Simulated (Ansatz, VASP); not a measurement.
# ScCl: VASP beside Ansatz

Wanted: the spread between two codes on one cell, functional and k mesh.

Program: Ansatz 0.2.0. Level of theory: plane waves, with VASP 6.6.1 beside it; single point at PBEsol, single point at LDA and single point at RPBE. Results are calculated unless marked as measured.

**1. Set-up**

The cell holds 8 atoms: 4 Cl and 4 Sc. Cell: a = 3.473 Å, b = 3.473 Å, c = 29.705 Å, α = 90.0°, β = 90.0°, γ = 120.0°. It derives from ScCl. As first built, before any earlier steps moved the atoms (in the runner's words): kind sheets cut from a layered crystal; sheets 2. Vacuum lies along c.

**2. Ansatz: single point, PBEsol**

Ansatz runs on its default PAW (the set named soft_2) files.

A single point gives forces, pressure and levels at one fixed geometry, so differences don't come from the geometry; what else differs is listed under the comparison.

The input, input.yaml:

```yaml
crystal:
  lattice:
    - [3.473, 0.0, 0.0]
    - [-1.7365, 3.007706227, 0.0]
    - [0.0, 0.0, 29.7047453333]
  atoms:
    - { symbol: Cl, position: [0.0, 0.0, 0.747515088] }
    - { symbol: Cl, position: [0.0, 0.0, 0.552212556] }
    - { symbol: Cl, position: [0.333333333, 0.666666667, 0.447787444] }
    - { symbol: Cl, position: [0.333333333, 0.666666667, 0.252484912] }
    - { symbol: Sc, position: [0.666666667, 0.333333333, 0.692155393] }
    - { symbol: Sc, position: [0.333333333, 0.666666667, 0.607572251] }
    - { symbol: Sc, position: [0.0, 0.0, 0.392427749] }
    - { symbol: Sc, position: [0.666666667, 0.333333333, 0.307844607] }
hamiltonian:
  xc: pbesol
  pseudopotentials: { kind: paw }
kpoints:
  mp_grid: { grid: [12, 12, 1] }
scf:
  occupations: { method: gaussian, width: 0.05 }
  n_extra_bands: 6
efield:
  axis: 3
  dipole_correction: true
  ramp_width: 0.04
output:
  forces: true
  eigenvalues: true
```

Command:

```
$ ansatz run input.yaml --threads 4 --pin off --max-ram 9216MiB --backend cpu --events-out ev --progress --plain --runs-dir out
```

Numbers of over 12 decimals in the logs are rounded to 6 here.

What it wrote:

```text
scf.n_extra_bands = 6 over 36 filled bands (N_el = 72.0): the run solves 42 bands
Engine: ansatz 0.2.0, x86_64-unknown-linux-gnu
Pseudopotentials: kind: paw
Pseudopotential: Cl, paw, valence charge 7, recommended cutoff 420 eV (normal), Cl.paw.azcp
Pseudopotential: Sc, paw, valence charge 11, recommended cutoff 420 eV (normal), Sc.paw.azcp
Functional definition: PBEsol
  exchange = pbesol_x
  correlation = pbesol_c
Crystal: 8 atoms, lattice volume = 310.289 Å³
Basis set: ecut = 420 eV, 6045 PW (Γ), exchange–correlation on 48×48×400 points (8 copies of the dense FFT grid, shifted against one another)
Bands: 42, of which v1, the nominal top of the filled ones, is band 36 counted from 1 (35 counted from 0)
Symmetry: 6 space group operations
k-points: 19 of 144 (time reversal used)
Non-local potential: Cl, projectors of the file, l = 0: 2, l = 1: 2, l = 2: 2
Non-local potential: Sc, projectors of the file, l = 0: 3, l = 1: 2, l = 2: 3, l = 3: 1
PAW form: soft (Blöchl's): semilocal exchange-correlation on the pseudo side does not see the compensation charge
PAW frozen core: Cl, regenerated for the run's functional, and the local potential with it (the file was generated under x = pbe(κ = 0.804, μ = 0.219515), c = pbe(β = 0.066725))
PAW frozen core: Sc, regenerated for the run's functional, and the local potential with it (the file was generated under x = pbe(κ = 0.804, μ = 0.219515), c = pbe(β = 0.066725))
PAW one-centre angular grid: Cl, 110 points (default); XC on 64 Gauss nodes
PAW one-centre angular grid: Sc, 590 points (default); XC on 64 Gauss nodes
Initial density: superposition of atomic densities (neutral atoms: chi_scale 0, normalization atom), corrected by the library's trained network
Initial wavefunctions: pseudopotential atomic-orbital guess
Functional: x = pbesol(κ = 0.804, μ = 0.123457), c = pbesol(β = 0.046)
SCF iter   1: F=—  HF=-12700.119998 eV  |F-HF|=—  |Δ(HF+E_count)|=         —  Δρ=3.71e-3  dr2=1.10e-1  ethr=1.77e-3  p=0.000 e·Å  D=1.07e-13 V/Å  ΔV_dip=-0.00 eV  dr2_dipole=5.85e-8  V_vac-E_F(+/−)=4.51/4.51 eV  ⟨swp⟩=6.2  Hψ=3250  notcnv=0
efield: sawtooth ramp at fractional position 0.9800 (placed from the atoms, in the widest stretch of the axis that holds none; the zero of the levels goes with the place), width 0.0400; the density the first Hamiltonian is built on has a dipole p = 0.000 e·Å; the dipole correction subtracts the counter field D = 1.07e-13 V/Å, which shifts the + side's vacuum level by -0.00 eV against the − side's; the planar-averaged density in the ramp window peaks in size at 1.2e-5 e/Å³
preconditioner: auto → LDOS  [metal: Δε(μ)=0.010 eV  Ē_g=7.496 eV  σ=0.050 eV  W_gap=0.12  n_scr=50 (ndim 8)  ℏωp=13.3 eV  f_vac=0.410  D(μ)=28.76/eV (n_scr^D=350)  β→1.0]
SCF iter   2: F=—  HF=-12700.109914 eV  |F-HF|=—  |Δ(HF+E_count)|=   1.01e-2  Δρ=1.88e-3  dr2=1.06e-2  ethr=1.53e-4  p=0.000 e·Å  D=5.71e-6 V/Å  ΔV_dip=-0.00 eV  dr2_dipole=8.38e-6  V_vac-E_F(+/−)=4.71/4.71 eV  ⟨swp⟩=2.0  Hψ=1386  notcnv=0  defer=14
SCF iter   3: F=—  HF=-12700.110478 eV  |F-HF|=—  |Δ(HF+E_count)|=   5.64e-4  Δρ=1.19e-3  dr2=2.85e-2  ethr=1.47e-5  p=0.000 e·Å  D=3.38e-6 V/Å  ΔV_dip=-0.00 eV  dr2_dipole=3.95e-6  V_vac-E_F(+/−)=4.70/4.70 eV  ⟨swp⟩=2.2  Hψ=1414  notcnv=0  defer=14
SCF iter   4: F=—  HF=-12700.109977 eV  |F-HF|=—  |Δ(HF+E_count)|=   5.01e-4  Δρ=7.41e-4  dr2=1.07e-2  ethr=1.47e-5  p=0.000 e·Å  D=2.08e-6 V/Å  ΔV_dip=-0.00 eV  dr2_dipole=8.02e-8  V_vac-E_F(+/−)=4.70/4.70 eV  ⟨swp⟩=1.0  Hψ=784  notcnv=0  defer=14
SCF iter   5: F=—  HF=-12700.109723 eV  |F-HF|=—  |Δ(HF+E_count)|=   2.54e-4  Δρ=5.49e-4  dr2=6.90e-3  ethr=1.47e-5  p=-0.000 e·Å  D=-9.82e-7 V/Å  ΔV_dip=0.00 eV  dr2_dipole=5.53e-9  V_vac-E_F(+/−)=4.69/4.69 eV  ⟨swp⟩=1.0  Hψ=784  notcnv=0  defer=14
SCF iter   6: F=—  HF=-12700.109591 eV  |F-HF|=—  |Δ(HF+E_count)|=   1.33e-4  Δρ=2.68e-4  dr2=1.43e-3  ethr=9.59e-6  p=-0.000 e·Å  D=-1.39e-6 V/Å  ΔV_dip=0.00 eV  dr2_dipole=9.33e-7  V_vac-E_F(+/−)=4.68/4.68 eV  ⟨swp⟩=1.0  Hψ=784  notcnv=0  defer=14
SCF iter   7: F=—  HF=-12700.109610 eV  |F-HF|=—  |Δ(HF+E_count)|=   1.94e-5  Δρ=1.48e-4  dr2=4.45e-4  ethr=1.99e-6  p=-0.000 e·Å  D=-1.75e-6 V/Å  ΔV_dip=0.00 eV  dr2_dipole=1.72e-7  V_vac-E_F(+/−)=4.68/4.68 eV  ⟨swp⟩=1.0  Hψ=784  notcnv=0  defer=14
SCF iter   8: F=—  HF=-12700.109614 eV  |F-HF|=—  |Δ(HF+E_count)|=   4.16e-6  Δρ=6.61e-5  dr2=7.35e-5  ethr=6.17e-7  p=-0.000 e·Å  D=-8.17e-7 V/Å  ΔV_dip=0.00 eV  dr2_dipole=8.96e-8  V_vac-E_F(+/−)=4.68/4.68 eV  ⟨swp⟩=1.3  Hψ=806  notcnv=0  defer=14
SCF iter   9: F=—  HF=-12700.109588 eV  |F-HF|=—  |Δ(HF+E_count)|=   2.65e-5  Δρ=2.96e-5  dr2=1.17e-5  ethr=1.02e-7  p=-0.000 e·Å  D=-1.23e-6 V/Å  ΔV_dip=0.00 eV  dr2_dipole=6.52e-10  V_vac-E_F(+/−)=4.68/4.68 eV  ⟨swp⟩=1.9  Hψ=975  notcnv=0  defer=14
SCF iter  10: F=—  HF=-12700.109592 eV  |F-HF|=—  |Δ(HF+E_count)|=   4.39e-6  Δρ=1.48e-5  dr2=1.78e-6  ethr=1.62e-8  p=0.000 e·Å  D=1.13e-7 V/Å  ΔV_dip=-0.00 eV  dr2_dipole=3.39e-9  V_vac-E_F(+/−)=4.68/4.68 eV  ⟨swp⟩=1.7  Hψ=849  notcnv=0  defer=14
SCF iter  11: F=—  HF=-12700.109593 eV  |F-HF|=—  |Δ(HF+E_count)|=   1.07e-6  Δρ=7.61e-6  dr2=1.77e-7  ethr=2.47e-9  p=-0.000 e·Å  D=-5.19e-7 V/Å  ΔV_dip=0.00 eV  dr2_dipole=1.39e-8  V_vac-E_F(+/−)=4.68/4.68 eV  ⟨swp⟩=2.3  Hψ=1059  notcnv=0  defer=14
SCF iter  12: F=-12700.109594 eV  HF=-12700.109594 eV  |F-HF|=2.08e-7  |Δ(HF+E_count)|=   3.59e-7  Δρ=3.77e-6  dr2=9.73e-8  ethr=1.39e-10  p=0.000 e·Å  D=2.10e-7 V/Å  ΔV_dip=-0.00 eV  dr2_dipole=4.47e-9  V_vac-E_F(+/−)=4.68/4.68 eV  ⟨swp⟩=8.3  Hψ=3027  notcnv=0
SCF 1 converged in 12 iterations: F = -12700.109594 eV  dr2 = 9.73e-8
  greatest PAW one-centre occupation: 0.998 electrons in one spin orbital (limit 2), on the Sc atom at site 4 (counted from 0), in its partial waves of l = 0
SCF converged after 12 iterations
Free energy (F): -12700.109594 eV
Harris-Foulkes:  -12700.109594 eV  (|F-HF|=2.08e-7)
Internal energy: -12700.071724 eV  (E = F + TS)
E sigma→0 (E₀):  -12700.090659 eV
Entropy (-TS):   -0.037870 eV (-4.734 meV/atom)
Fermi energy:    2.533781 eV
Dipole field:    D = 0.000072 V/Å  (p = 0.000124 e·Å, saw-weighted, corrected)
Work function:   Φ+ = 4.6787 eV   Φ− = 4.6809 eV
Levels:          The Fermi level and band energies are counted from a zero that moves with the ramp; work functions are not
--- Per-component energies (eV) ---
  E_band       = -1141.982197
  E_kinetic    = 1686.195766
  E_local      = -45236.632589  (includes V_loc(G=0)·N_el)
  E_nonlocal   = 448.722493
  E_hartree    = 21705.217229
  E_xc         = -837.418457
  E_vxc        = -999.923547  (∫ρ·V_xc dr)
  E_paw        = -6293.956486  (= ΣΔE_a)
  E_vpaw       = -450.754609  (= ΣTr[D̂ρ^β])
  E_aug_tail   = 0.000416  (compensation charges beyond the density's cutoff)
  E_efield     = 0.000000  (sawtooth field / dipole correction)
  E_vefield    = 0.000000  (∫n·V_field dr)
  E_ewald      = 15826.970075
  E_core_change = 0.829829  (= ΣΔE_core)
  E_smearing   = -0.037870  (= −TS)
  E_closure    = -0.000000  (closes the sum)
  Σ components = -12700.109594   (vs F -12700.109594, Δ=0.00e0)
--- Forces (eV/Å), atoms counted from 1 ---
  atom   1  Cl     0.00000000    -0.00000000    -0.37730694
  atom   2  Cl    -0.00000000     0.00000000     0.42514465
  atom   3  Cl     0.00000000    -0.00000000    -0.42510324
  atom   4  Cl    -0.00000000     0.00000000     0.37734894
  atom   5  Sc    -0.00000000     0.00000000     0.41575218
  atom   6  Sc    -0.00000000    -0.00000000    -0.42527601
  atom   7  Sc     0.00000000     0.00000000     0.42521135
  atom   8  Sc    -0.00000000    -0.00000000    -0.41583079
  max |Σ_I F_I| component: 5.99e-5 eV/Å
--- Band table (eV; the first three rows and the last of 19) ---
  k-point 0: bands = [... 32 lower, 0.4999, 0.7223, 2.5149, 2.6784, 3.9662, 3.9662, 3.9757, 3.9757, ... 2 higher]
  k-point 1: bands = [... 32 lower, 0.6130, 0.7886, 2.5408, 2.6578, 3.8082, 3.8184, 3.9867, 3.9947, ... 2 higher]
  k-point 2: bands = [... 32 lower, 0.8236, 0.9143, 2.5684, 2.5976, 3.4679, 3.4828, 4.0749, 4.0798, ... 2 higher]
  k-point 18: bands = [... 32 lower, 2.1757, 2.1757, 2.4759, 2.4771, 2.4781, 2.4781, 4.6105, 4.6953, ... 2 higher]
```

Run time: 4 s. Hardware: 4 threads of Intel Xeon Platinum 8488C (Sapphire Rapids), shared host; peak memory 0.75 GiB; 15 s of CPU time.

**3. VASP: single point, PBEsol**

The same cell, functional, mesh and smearing now go to VASP, with its own data sets and cutoff.

Lines of VASP's logs that name or quote its potential files are left out, and so is its time.

The input, INCAR:

```
SYSTEM = ScCl
PREC = Normal
ENCUT = 350
EDIFF = 1E-06
NELM = 120
ISMEAR = 0
SIGMA = 0.05
LREAL = .FALSE.
ALGO = Normal
GGA = PS
NBANDS = 44
LORBIT = 11
LWAVE = .FALSE.
LCHARG = .FALSE.
KPAR = 4
IDIPOL = 3
LDIPOL = .TRUE.
DIPOL = 0.5 0.5 0.5
LVHAR = .TRUE.
LVACPOTAV = .TRUE.
```

The input, POSCAR:

```
ScCl
1.0
    3.4730000000      0.0000000000      0.0000000000
   -1.7365000000      3.0077062270      0.0000000000
    0.0000000000      0.0000000000     29.7047453333
Cl Sc
4 4
Direct
    0.0000000000      0.0000000000      0.7475150880
    0.0000000000      0.0000000000      0.5522125560
    0.3333333330      0.6666666670      0.4477874440
    0.3333333330      0.6666666670      0.2524849120
    0.6666666670      0.3333333330      0.6921553930
    0.3333333330      0.6666666670      0.6075722510
    0.0000000000      0.0000000000      0.3924277490
    0.6666666670      0.3333333330      0.3078446070
```

The input, KPOINTS:

```
Automatic mesh
0
Gamma
12 12 1
0 0 0
```

PAW data sets: Cl and Sc_sv (PBE family, release 64).

Command:

```
$ mpirun -np 4 vasp_std
```

What it wrote:

```text
[banner, memory and clock lines left out]
running    4 mpi-ranks, on    1 nodes
 distrk:  each k-point on    1 cores,    4 groups
 distr:  one band on    1 cores,    1 groups

 POSCAR found type information on POSCAR ClSc
 POSCAR found :  2 types and       8 ions
|                                                                             |
|               ----> ADVICE to this user running VASP <----                  |
|                                                                             |
|     You enforced a specific xc type in the INCAR file but a different       |
|     [... a line on the potential file left out ...]
|     I HOPE YOU KNOW WHAT YOU ARE DOING!                                     |
|                                                                             |

 LDA part: xc-table for (Slater+PW92), standard interpolation
 POSCAR, INCAR and KPOINTS ok, starting setup
 FFT: planning ... GRIDC
 FFT: planning ... GRID_SOFT
 FFT: planning ... GRID
 WAVECAR not read
 entering main loop
       N       E                     dE             d eps       ncg     rms          rms(c)
DAV:   1     0.104822878284E+04    0.10482E+04   -0.27555E+04  2048   0.109E+03
DAV:   2     0.122088304633E+03   -0.92614E+03   -0.91105E+03  2184   0.547E+02
DAV:   3    -0.351892963770E+02   -0.15728E+03   -0.15222E+03  2864   0.208E+02
DAV:   4    -0.497624347373E+02   -0.14573E+02   -0.14410E+02  2712   0.642E+01
DAV:   5    -0.501679018340E+02   -0.40547E+00   -0.40361E+00  2736   0.143E+01    0.150E+01
DAV:   6    -0.462700527293E+02    0.38978E+01   -0.10151E+01  2492   0.244E+01    0.578E+00
DAV:   7    -0.458097384133E+02    0.46031E+00   -0.23548E+00  2432   0.965E+00    0.220E+00
DAV:   8    -0.461017348426E+02   -0.29200E+00   -0.32811E+00  2568   0.832E+00    0.358E+00
DAV:   9    -0.457661050424E+02    0.33563E+00   -0.22402E+00  2728   0.427E+00    0.810E-01
DAV:  10    -0.457626677186E+02    0.34373E-02   -0.80206E-02  2632   0.180E+00    0.375E-01
DAV:  11    -0.457613151755E+02    0.13525E-02   -0.10534E-02  2592   0.792E-01    0.140E-01
DAV:  12    -0.457615784674E+02   -0.26329E-03   -0.76258E-04  2736   0.202E-01    0.565E-02
DAV:  13    -0.457617719288E+02   -0.19346E-03   -0.57546E-04  2376   0.886E-02    0.281E-02
DAV:  14    -0.457618915058E+02   -0.11958E-03   -0.28735E-04  1880   0.557E-02    0.252E-02
DAV:  15    -0.457620485520E+02   -0.15705E-03   -0.97781E-05  2168   0.516E-02    0.947E-03
DAV:  16    -0.457621493733E+02   -0.10082E-03   -0.15501E-05  2120   0.294E-02    0.593E-03
DAV:  17    -0.457622548321E+02   -0.10546E-03   -0.85997E-06  1688   0.147E-02    0.501E-03
DAV:  18    -0.457623182063E+02   -0.63374E-04   -0.64233E-06  1704   0.125E-02    0.223E-03
DAV:  19    -0.457623387266E+02   -0.20520E-04   -0.49122E-06  1536   0.745E-03    0.166E-03
DAV:  20    -0.457623744881E+02   -0.35761E-04   -0.87477E-07  1360   0.623E-03    0.123E-03
DAV:  21    -0.457623936205E+02   -0.19132E-04   -0.39272E-07  1248   0.477E-03    0.904E-04
DAV:  22    -0.457624087206E+02   -0.15100E-04   -0.47978E-07  1256   0.461E-03    0.807E-04
DAV:  23    -0.457624192738E+02   -0.10553E-04   -0.67531E-07  1296   0.442E-03    0.615E-04
DAV:  24    -0.457624195755E+02   -0.30175E-06   -0.10526E-07  1120   0.308E-03
|                                                                             |
|           W    W    AA    RRRRR   N    N  II  N    N   GGGG   !!!           |
|           W    W   A  A   R    R  NN   N  II  NN   N  G    G  !!!           |
|           W    W  A    A  R    R  N N  N  II  N N  N  G       !!!           |
|           W WW W  AAAAAA  RRRRR   N  N N  II  N  N N  G  GGG   !            |
|           WW  WW  A    A  R   R   N   NN  II  N   NN  G    G                |
|           W    W  A    A  R    R  N    N  II  N    N   GGGG   !!!           |
|                                                                             |
|     Did not find any points to average over, which means that no vacuum     |
|     field-free region was found. Please increase the size of  your cell     |
|     in the dimension of the dipole correction to obtain accurate            |
|     workfunction values.                                                    |
|                                                                             |

   1 F= -.45762420E+02 E0= -.45743468E+02  d E =-.379030E-01
```

OUTCAR, selected parts (step 3):

```text
ion  position               nearest neighbor table
   1  0.000  0.000  0.748-   5 2.59   5 2.59   5 2.59
   2  0.000  0.000  0.552-   6 2.59   6 2.59   6 2.59
   3  0.333  0.667  0.448-   7 2.59   7 2.59   7 2.59
   4  0.333  0.667  0.252-   8 2.59   8 2.59   8 2.59
   5  0.667  0.333  0.692-   1 2.59   1 2.59   1 2.59   6 3.21   6 3.21   6 3.21
   6  0.333  0.667  0.608-   2 2.59   2 2.59   2 2.59   5 3.21   5 3.21   5 3.21
   7  0.000  0.000  0.392-   3 2.59   3 2.59   3 2.59   8 3.21   8 3.21   8 3.21
   8  0.667  0.333  0.308-   4 2.59   4 2.59   4 2.59   7 3.21   7 3.21   7 3.21

  LATTYP: Found a hexagonal cell.
 ALAT       =     3.4730000000
 C/A-ratio  =     8.5530507726

 Subroutine GETGRP returns: Found 12 space group operations
 (whereof  6 operations were pure point group operations)

The static configuration has the point symmetry C_3v.
 The point group associated with its full space group is D_3d.

 Found     19 irreducible k-points:

   k-points           NKPTS =     19   k-points in BZ     NKDIM =     19   number of bands    NBANDS=     44

   dimension x,y,z NGX =    16 NGY =   16 NGZ =  140
   dimension x,y,z NGXF=    32 NGYF=   32 NGZF=  280

   ENCUT  =  350.0 eV  25.72 Ry    5.07 a.u.   5.30  5.30 45.31*2*pi/ulx,y,z

   NELECT =      72.0000    total number of electrons

 k-points in reciprocal lattice and weights: Automatic mesh
   0.00000000  0.00000000  0.00000000       0.007
   0.08333333 -0.00000000  0.00000000       0.042
   0.16666667 -0.00000000  0.00000000       0.042
   0.25000000 -0.00000000  0.00000000       0.042
   0.33333333 -0.00000000  0.00000000       0.042
   0.41666667 -0.00000000  0.00000000       0.042
   0.50000000 -0.00000000  0.00000000       0.021
   0.08333333  0.08333333  0.00000000       0.042
   0.16666667  0.08333333  0.00000000       0.083
[...]
0.33333333  0.25000000  0.00000000       0.083
   0.33333333  0.33333333  0.00000000       0.014

 dipolmoment           0.000000      0.000000      0.000007 electrons x Angstroem

 average (electrostatic) potential at core
       1 -96.5349       2 -96.5512       3 -96.5513       4 -96.5352       5 -50.5894
       6 -50.5866       7 -50.5866       8 -50.5895

 E-fermi :   0.3837

 k-point     1 :       0.0000    0.0000    0.0000
  band No.  band energies     occupation
    ...
     31      -3.2445      2.00000
     32      -3.2445      2.00000
     33      -1.6456      2.00000
     34      -1.4230      2.00000
     35       0.3650      1.40361
     36       0.5286      0.00004
     37       1.8144      0.00000
     38       1.8144      0.00000
     39       1.8239      0.00000
     40       1.8239      0.00000
    ...

 k-point     2 :       0.0833   -0.0000    0.0000
  band No.  band energies     occupation
    ...
     31      -3.3061      2.00000
     32      -3.2772      2.00000
     33      -1.5328      2.00000
     34      -1.3570      2.00000
     35       0.3907      0.84290
     36       0.5077      0.00045
     37       1.6568      0.00000
     38       1.6669      0.00000
     39       1.8351      0.00000
     40       1.8430      0.00000
    ...

 k-point     3 :       0.1667   -0.0000    0.0000
  band No.  band energies     occupation
    ...
     30      -3.4138      2.00000
     31      -3.4058      2.00000
     32      -3.3677      2.00000
     33      -1.3226      2.00000
     34      -1.2320      2.00000
     35       0.4180      0.33241
     36       0.4472      0.07263
     37       1.3171      0.00000
     38       1.3318      0.00000
     39       1.9237      0.00000
    ...

  Total       -1.9122104     -1.9122104     -2.1680362      0.0000000     -0.0000000      0.0000000
  in kB       -9.8737070     -9.8737070    -11.1946647      0.0000000     -0.0000000      0.0000000
  external PRESSURE =     -10.3140262 kB  Pullay stress =       0.0000000 kB

  energy-cutoff  :      350.00
  volume of cell :      310.29
      direct lattice vectors                 reciprocal lattice vectors
     3.473000000  0.000000000  0.000000000     0.287935502  0.166239640  0.000000000
    -1.736500000  3.007706227  0.000000000     0.000000000  0.332479280  0.000000000
     0.000000000  0.000000000 29.704745333     0.000000000  0.000000000  0.033664655

 POSITION                                       TOTAL-FORCE (eV/Angst)
 -----------------------------------------------------------------------------------
      0.00000      0.00000     22.20475         0.000000      0.000000     -0.339727
      0.00000      0.00000     16.40333         0.000000      0.000000      0.388029
     -0.00000      2.00514     13.30141        -0.000000     -0.000000     -0.388029
     -0.00000      2.00514      7.50000        -0.000000     -0.000000      0.339727
      1.73650      1.00257     20.56030         0.000000      0.000000      0.384777
     -0.00000      2.00514     18.04778         0.000000      0.000000     -0.393976
      0.00000      0.00000     11.65697         0.000000      0.000000      0.393976
      1.73650      1.00257      9.14445         0.000000      0.000000     -0.384777
 -----------------------------------------------------------------------------------
    total drift:                                0.000005     -0.000001      0.000590

  FREE ENERGIE OF THE ION-ELECTRON SYSTEM (eV)
  ---------------------------------------------------
  free  energy   TOTEN  =       -45.7624195755 eV

  energy  without entropy=      -45.7245165726  energy(sigma->0) =      -45.74346807

 vacuum level on the upper side and lower side of the slab         5.049         5.049

 total charge
# of ion       s       p       d       tot
------------------------------------------
    1        1.590   3.513   0.000   5.104
    2        1.591   3.511   0.000   5.102
    3        1.591   3.511   0.000   5.102
    4        1.590   3.513   0.000   5.104
    5        2.206   6.138   0.995   9.339
    6        2.206   6.138   0.996   9.340
    7        2.206   6.138   0.996   9.340
    8        2.206   6.138   0.995   9.339
--------------------------------------------------
tot         15.187  38.600   3.982  57.770

[... 3 further parts left out ...]
```

(Part 1 of 2 ends here.)

[Lines on the potential files, build, host, timing and source positions are cut from VASP's logs without a mark.]

[Logs are printed without paths, hosts, clocks, repeated set-up lines and the standing remarks that a program may print on its own settings, such as how far it seeks lower states.]

[Hosts, paths, dates, database ids (printed as entryN), source tags and the programs' standing remarks are cut or masked in the printed files.]
